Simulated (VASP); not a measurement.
KMgF3:

```
CELL_PARAMETERS angstrom
3.98590 0.00000 0.00000
0.00000 3.98590 0.00000
0.00000 0.00000 3.98590
ATOMIC_POSITIONS crystal
K 0.50000 0.50000 0.50000
Mg 0.00000 0.00000 0.00000
F 0.00000 0.00000 0.50000
F 0.00000 0.50000 0.00000
F 0.50000 0.00000 0.00000
```

Base run:

* Program: VASP 6.6.1
* Functional: HSE06
* Potentials or basis: VASP PAW PBE potentials, release 64 (K_sv, Mg, F)
* Cutoff: 520 eV
* k mesh: 4 × 4 × 4
* Occupations: gaussian, width 0.02 eV
* Spin: no spin polarisation

Its results: band gap on the k mesh 9.56 eV, indirect (least direct gap 9.86 eV); pressure 1.0 GPa.

Q: After a change of settings the same cell gave: band gap on the k mesh 10.30 eV, indirect (least direct gap 10.60 eV); pressure 0.8 GPa. Which change was it?
A. functional from HSE06 to PBE0
B. functional from HSE06 to r2SCAN-EpsX
C. functional from HSE06 to HSE03

A: A.

Caveats: the PAW data sets were made with another functional, which shifts forces and pressure a little.
